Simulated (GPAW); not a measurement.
CoPdO2, 4 atoms in the cell. It takes space group R-3m (No. 166, trigonal). The conventional cell has a = 2.863 Å, b = 2.863 Å, c = 17.873 Å, α = 90.00°, β = 90.00°, γ = 120.00°. Pd (site symmetry -3m) has 2 O at 2.01 Å as nearest neighbours. Around Co (site symmetry -3m) lie 6 O at 1.92 Å. O (site symmetry 3m) has 3 Co at 1.92 Å and 1 Pd at 2.01 Å as nearest neighbours. The cell is a database's computed one.

- Program: GPAW 26.7.0
- Task: band structure
- Functional: PBEsol
- Potentials or basis: PAW data sets generated in the run's folder for this functional
- Cutoff: 800 eV
- Basis: pw
- k mesh: 7 × 7 × 7
- Occupations: fermi-dirac, width 0.05 eV
- Spin: collinear spin, ferromagnetic start
- Starting moments: [0.0, 2.0, 0.0, 0.0] μB
- Ranks: 4
- Maxiter: 150
- Band path: GLB1,BZGX,QFP1Z,LP
- Band points: 100

Potentials or basis: PAW data sets generated in the run's folder for this functional, pw.

Run with:

```console
$ gpaw-setup -f PBEsol Co O Pd
$ OMP_NUM_THREADS=1 mpirun -n 4 gpaw python run.py
```

Hardware: 4 MPI ranks on Arm Neoverse V2 (shared host).

**Question.** Estimate the wall time of this run.

**Answer.** It took 5.7 min on 4 MPI ranks on Arm Neoverse V2, on a shared host, peak memory 0.59 GiB a rank. Counts: scf iterations 25, plane waves 2205, bands 35, k points 44.
